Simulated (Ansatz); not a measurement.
Calculated 14N nuclear quadrupole resonance for Si₃N₄

Cell: an entry of the Crystallography Open Database (COD), taken as it stands.

```cif
data_Si3N4
_symmetry_space_group_name_H-M 'I-43d'
_symmetry_Int_Tables_number 220
_cell_length_a 6.4747
_cell_length_b 6.4747
_cell_length_c 6.4747
_cell_angle_alpha 90.000
_cell_angle_beta 90.000
_cell_angle_gamma 90.000
loop_
_atom_site_label
_atom_site_type_symbol
_atom_site_symmetry_multiplicity
_atom_site_Wyckoff_symbol
_atom_site_fract_x
_atom_site_fract_y
_atom_site_fract_z
Si Si 12 b 0.3750 0.5000 0.7500
N N 16 c 0.2814 0.2814 0.2814
```

One atom of each set is listed; the run and its k-mesh use a cell of 14 atoms with edges of 5.61, 5.61, 5.61 Å.

Level of theory: DFT, PBE, plane waves and PAW (field gradients read without the response of the frozen cores, which leaves them typically 4 to 6 % off), scalar-relativistic, 420 eV cutoff, Γ-centred 6×6×6 k-points, Fermi–Dirac smearing 0.02 eV (Ansatz 0.2.0).

14N: I = 1, Q = 20.44 mb (year-2017 value). Static lattice, zero field.

Q: Predict the zero-field 14N lines of each site.

A: For I = 1 the lines are ν± = (3/4)|C_Q|(1 ± η/3) and ν₀ = |C_Q|η/2.

| site | atoms | V_zz (10²¹ V/m²) | C_Q (MHz) | η | line frequencies (MHz) |
| --- | --- | --- | --- | --- | --- |
| N | 8 | -5.98 | -2.96 | 0.00 | 2.22 |

An axis of threefold or higher order runs through N, so V_zz lies along it and η is zero.

The run took 7 s of wall time (7 s of CPU time) and 0.41 GiB at its peak, on 1 thread of Intel Xeon 6975P-C (Granite Rapids) (x86_64; 8 cores open to the job, memory cap 3.0 GiB, no GPU), a shared host with a load of 0.6 a core.
